**Q:** I have to choose a plane-wave cutoff for crystalline silicon, and I want the energy per atom right to within 1 meV. In this table the sweep value is the cutoff in eV, and the other column is the energy per atom above that of the run at 720 eV. May I read that second column as the error of each run?

GPAW 26.7.0, PBEsol with D3 dispersion, for silicon (Fd-3m, 2-atom cell) without spin polarisation, using PAW data sets made by gpaw-setup for PBEsol. All runs use an 8×8×8 k mesh and Fermi-Dirac smearing of 0.05 eV, with energies extrapolated to zero smearing. The sweep value is the plane-wave cutoff in eV; energies are relative to the run at 720 eV.

| sweep value | energy less tightest (meV/atom) |
| --- | --- |
| 240 | 2.830 |
| 300 | 1.310 |
| 370 | 0.800 |
| 450 | 0.450 |
| 530 | 0.230 |
| 600 | 0.110 |
| 720 | 0.000 |

**A:** Look at the last row first. What does its zero mean?

**Q:** That the run at 720 eV has no error left?

**A:** It means only that this run was subtracted from itself. Imagine a sweep of just two runs: the better one would show zero however poor it was, and the other would show only the step between them. At the opposite limit, with a last cutoff so high that nothing changes any more, the column would be the true basis error. A real sweep lies in between, so its column is too small by whatever the last run still lacks.

**Q:** Can I see from the numbers whether that matters here?

**A:** Yes, by pretending that the sweep had stopped earlier. Suppose that 450 eV had been the last run. The cutoff of 300 eV would then show 1.31 − 0.45 = 0.86 meV/atom and pass your bound. The full sweep gives it 1.31 meV/atom, and it fails. The crystal and the run at 300 eV are the same in both cases; only the reference has moved.

**Q:** Perhaps 450 eV is just an unlucky place to stop.

**A:** Try the other places. Wherever you cut this sweep short, the last run but one seems to have only about half of the error that the full sweep gives it; the hidden part lies between 46 and 61 %. The output after this exchange lists these shortened sweeps. The warning sign is a last step that is not small beside the error you want to judge. A small last step reassures only if the last two cutoffs lie well apart.

**Q:** The real last step, from 600 to 720 eV, is 0.11 meV/atom, and that is the whole error listed for 600 eV.

**A:** So the value for 600 eV is, relative to its size, the least reliable of the non-zero ones. If the pattern of the shortened sweeps carried on, its true error would be about twice as large, but that is a guess, because no run lies above 720 eV. For your bound the question is milder. The cutoff of 370 eV passes with 0.80 meV/atom, and the verdict would change only if more than 0.20 meV/atom were still to come above 720 eV.

**Q:** Why does the energy keep creeping down? I had hoped that it would drop and then stop.

**A:** The cutoff is the highest kinetic energy that a wave in the basis may have, so it sets the shortest wavelength. That is 0.79 Å at 240 eV and 0.46 Å at 720 eV, while the bond is 2.36 Å long. The long waves build the bond, and the short ones only correct the finer shape of the electron waves. Apart from small integration errors, each added wave gives the electrons more freedom and can only lower the energy.

**Q:** Then why do the gains shrink?

**A:** Perturbation theory gives the reason. The energy gained from an added wave is roughly the square of its coupling to the occupied states, divided by the kinetic energy that it costs. As the wavelength shrinks, the cost rises and the coupling falls, all the faster because the PAW method has already smoothed the electron waves near the nucleus. This outweighs the growing number of waves, so the gains fade without ending at any particular cutoff. In the table the first step alone brings 54 % of the whole gain, and the rest is spread over five further steps.

**Q:** Would diamond behave in the same way?

**A:** In the same way, but theory puts the fall at higher cutoffs. The 2p electrons of carbon have no inner p shell beneath them, so they sit closer to the nucleus than the 3p electrons of silicon. Describing them takes shorter waves, unless the data set smooths them more strongly. A cutoff tested on silicon should therefore not be carried over to carbon.

**Q:** Here is what puzzles me. The same runs gave elastic moduli, and the bulk modulus at 240 eV differs from that at 720 eV by only 0.04 %. How can the worst energy give such a good modulus?

**A:** First find out how little energy it takes to strain the crystal. For a small relative change of volume δ, the elastic energy per atom is ½BVδ², where B is the bulk modulus and V the volume per atom. Work it out for a change of 1 %.

**Q:** B is 90.4 GPa, and 1 eV/Å³ is about 160 GPa, so B is 0.565 eV/Å³. With V of about 20 Å³, BV is 11.3 eV. Half of that times 0.01² is 0.00057 eV, or 0.57 meV per atom. But the energy at 240 eV is off by at least 2.83 meV per atom, five times as much!

**A:** So the error is larger than the signal, and yet the modulus hardly moves. The estimate has no adjustable constant, but it gives only the size of the signal; it cannot predict how much of the error cancels. For that, look at how the moduli were found. A cubic crystal has three elastic constants, but these runs strained it in only two ways, so the moduli must rest on stresses and not on energies alone. A stress is the slope of the energy as the crystal and its waves are stretched together. If the basis error stays the same during that stretch, it has no slope and leaves no trace in the modulus, however large it is.

**Q:** And if the error changes a little with strain?

**A:** It does change when the crystal expands: every wave becomes longer, which acts like a lower cutoff, and the table shows that the error then grows. This slope acts as a false stress, known as Pulay stress. A modulus is the change of stress with strain. A false stress that is the same in every strained cell therefore drops out, and only its change gets through; the steady moduli suggest that this change is small. The false stress itself stays, and it can shift the volume at which a cell comes to rest. A steady modulus is therefore no licence to relax a cell at 240 eV; that needs a test of its own.

**Q:** So the cutoff that I need depends on what I want to calculate.

**A:** Yes, and on what you subtract. Two similar structures run at the same cutoff can be expected to share most of their basis error. If you took one from a run at 240 eV and the other from a run at 720 eV, nearly 3 meV per atom of their difference would come from the basis alone. Remember too that the k mesh and the functional were the same in every run, so a modulus that is steady along this sweep may still be wrong for either reason.

Printed output of the fit:

```
Steps of the sweep:
  row  cutoff eV  gain of step meV/atom  gain per 100 eV  shortest wavelength A  relative number of plane waves
  240        240                    n/a              n/a                 0.7917                               1
  300        300                   1.52            2.533                 0.7081                           1.398
  370        370                   0.51           0.7286                 0.6376                           1.914
  450        450                   0.35           0.4375                 0.5781                           2.567
  530        530                   0.22            0.275                 0.5327                           3.282
  600        600                   0.12           0.1714                 0.5007                           3.953
  720        720                   0.11          0.09167                 0.4571                           5.196
If the sweep had ended at this row:
  row  last cutoff eV  unseen part of previous error %  error read for 300 eV meV/atom  error read for 370 eV meV/atom
  240             240                              n/a                           -1.52                           -2.03
  300             300                            46.29                               0                           -0.51
  370             370                            61.07                            0.51                               0
  450             450                            56.25                            0.86                            0.35
  530             530                            51.11                            1.08                            0.57
  600             600                            47.83                             1.2                            0.69
  720             720                                0                            1.31                             0.8
Share of the whole gain that the first step brings (%): 53.71
Margin of the 370 eV run below a bound of 1 meV/atom (meV/atom): 0.2
Last step of the sweep (meV/atom): 0.11
Spread of the bulk modulus over the sweep (GPa): 0.04089
Spread of the shear modulus over the sweep (GPa): 0.03874
Bulk modulus at lowest cutoff less that at tightest (%): 0.04405
Shear modulus at lowest cutoff less that at tightest (%): 0.05447
Elastic energy of a 1 % volume change (meV/atom): 0.569
Energy error at lowest cutoff over that elastic energy (ratio): 4.974
```
